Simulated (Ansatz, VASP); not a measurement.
S in VASP and in Ansatz

```
S
1.0
     0.00000    6.56747   12.44895
     5.38412    0.00000   12.44895
     5.38412    6.56747    0.00000
S
32
Direct
  0.88467 0.77026 0.76799
  0.57708 0.76799 0.77026
  0.76799 0.57708 0.88467
  0.77026 0.88467 0.57708
  0.36533 0.47974 0.48201
  0.67292 0.48201 0.47974
  0.48201 0.67292 0.36533
  0.47974 0.36533 0.67292
  0.82143 0.93735 0.88842
  0.35279 0.88842 0.93735
  0.88842 0.35279 0.82143
  0.93735 0.82143 0.35279
  0.42857 0.31265 0.36158
  0.89721 0.36158 0.31265
  0.36158 0.89721 0.42857
  0.31265 0.42857 0.89721
  0.01402 0.88816 0.79189
  0.30593 0.79189 0.88816
  0.79189 0.30593 0.01402
  0.88816 0.01402 0.30593
  0.23598 0.36184 0.45811
  0.94407 0.45811 0.36184
  0.45811 0.94407 0.23598
  0.36184 0.23598 0.94407
  0.94974 0.05733 0.61566
  0.37727 0.61566 0.05733
  0.61566 0.37727 0.94974
  0.05733 0.94974 0.37727
  0.30026 0.19267 0.63434
  0.87273 0.63434 0.19267
  0.63434 0.87273 0.30026
  0.19267 0.30026 0.87273
```

Alike in both runs: task single point; functional PBE; k mesh 2 × 2 × 2; occupations gaussian, width 0.1 eV; no spin polarisation.

|  | VASP | Ansatz |
| --- | --- | --- |
| version | VASP 6.6.1 | Ansatz 0.2.0 |
| potentials or method | VASP PAW PBE potentials, release 64 (S) | scalar-relativistic, plane waves, PAW |
| plane-wave cutoff (eV) | 520 | 420 |
| valence electrons in the cell | 192 | 192 |

```tsv
	VASP	Ansatz	Ansatz less VASP
gap on the k mesh at the Fermi level (eV)	2.28	2.23	-0.052
least direct gap on the mesh (eV)	2.38	2.32	-0.058
pressure (GPa)	1.5	2.0	+0.50
largest component of the traceless stress (GPa)	0.18	0.28	+0.095
rms of the force components (eV/Å)	0.114	0.186	+0.0718
```

Atom by atom the forces differ by 0.072 eV/Å (rms over components).

A k mesh can miss the band edges. A hybrid or GW would open this gap; PBE tends to underestimate it.
